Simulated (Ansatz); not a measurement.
# AlNi3: convergence and cost

The task, for AlNi3: test the k-point mesh shifted by half a step.

Computed with Ansatz 0.2.0 (DFT PBEsol, scalar-relativistic, plane waves, PAW, unless a step's input says otherwise).

2 further runs of the same task are left out: 1 for a known fault of the program, 1 set aside as unsound or not needed. Runs told in other sessions of the task aren't counted.

## 1. The system as given

Symmetry: Fm-3m, No. 225, cubic system. The conventional cell has a = 5.604 Å, b = 5.604 Å, c = 5.604 Å, α = 90.00°, β = 90.00°, γ = 90.00°. Al (site symmetry m-3m) is surrounded by 8 Ni at 2.43 Å. Ni (site symmetry -43m) has 4 Al at 2.43 Å and 4 Ni at 2.43 Å in its first shell of neighbours. Around Ni (site symmetry m-3m) lie 8 Ni at 2.43 Å.

Coordinates:

```xyz
4
Lattice="0.0000 2.8019 2.8019 2.8019 0.0000 2.8019 2.8019 2.8019 0.0000" Properties=species:S:1:pos:R:3 pbc="T T T"
Al    2.8019    2.8019    2.8019
Ni    1.4009    1.4009    1.4009
Ni    0.0000    0.0000    0.0000
Ni    4.2028    4.2028    4.2028
```

The structure comes from the Materials Project (structure only); it is used as listed.

## 2. The base input

The input, input.yaml:

```yaml
crystal:
  lattice:
    - [0.0, 2.8018887551, 2.8018887551]
    - [2.8018887551, 0.0, 2.8018887551]
    - [2.8018887551, 2.8018887551, 0.0]
  atoms:
    - { symbol: Al, position: [0.5, 0.5, 0.5] }
    - { symbol: Ni, position: [0.25, 0.25, 0.25] }
    - { symbol: Ni, position: [0.0, 0.0, 0.0] }
    - { symbol: Ni, position: [0.75, 0.75, 0.75] }
basis:
  ecutwfc: 420
kpoints:
  mp_grid: { grid: [14, 14, 14] }
hamiltonian:
  xc: pbesol
scf:
  occupations: { method: gaussian, width: 0.1 }
output:
  forces: true
  stress: true
  eigenvalues: true
  populations: true
  write_density: true
  write_potential: true
  elf: true
  volumetric_format: npy
```

Its results, from an earlier run: -4485.2501 eV/atom at zero smearing, pressure -0.74 GPa, largest force 0.000 eV/Å, no gap on the mesh, in 7 SCF cycles and 21 s.

## 3. K-point mesh shifted by half a step set to 8×8×8

The input, input.yaml:

```yaml
crystal:
  lattice:
    - [0.0, 2.8018887551, 2.8018887551]
    - [2.8018887551, 0.0, 2.8018887551]
    - [2.8018887551, 2.8018887551, 0.0]
  atoms:
    - { symbol: Al, position: [0.5, 0.5, 0.5] }
    - { symbol: Ni, position: [0.25, 0.25, 0.25] }
    - { symbol: Ni, position: [0.0, 0.0, 0.0] }
    - { symbol: Ni, position: [0.75, 0.75, 0.75] }
basis:
  ecutwfc: 420
kpoints:
  mp_grid: { grid: [8, 8, 8], shift: [0.5, 0.5, 0.5] }
hamiltonian:
  xc: pbesol
scf:
  occupations: { method: gaussian, width: 0.1 }
output:
  forces: true
  stress: true
  eigenvalues: true
```

Run with:

```bash
$ ansatz run input.yaml --threads 1 --pin off --max-ram 2560MiB --backend cpu --events-out ev --progress --plain --runs-dir out
```

## 4. K-point mesh shifted by half a step set to 10×10×10

input.yaml: that of step 3 with these lines changed.

```diff
@@ -13,3 +13,3 @@
 kpoints:
-  mp_grid: { grid: [8, 8, 8], shift: [0.5, 0.5, 0.5] }
+  mp_grid: { grid: [10, 10, 10], shift: [0.5, 0.5, 0.5] }
 hamiltonian:
```

## 5. K-point mesh shifted by half a step: 12×12×12

input.yaml: that of step 4 with these lines changed.

```diff
@@ -13,3 +13,3 @@
 kpoints:
-  mp_grid: { grid: [10, 10, 10], shift: [0.5, 0.5, 0.5] }
+  mp_grid: { grid: [12, 12, 12], shift: [0.5, 0.5, 0.5] }
 hamiltonian:
```

(Steps that only read results are left out.)

What results come out of these runs, taken together? Wanted: largest energy shift, k-point mesh shifted by half a step.

The runs gave:

| quantity | value |
| --- | --- |
| largest energy shift, k-point mesh shifted by half a step | 0.15 meV/atom at 8×8×8 |

What this shows: The densest shifted mesh lands 0.10 meV/atom from the base run. The shift lowers the symmetry that the mesh keeps. Spin polarisation is off in the runs that give these values; a magnetic solution could lie lower.
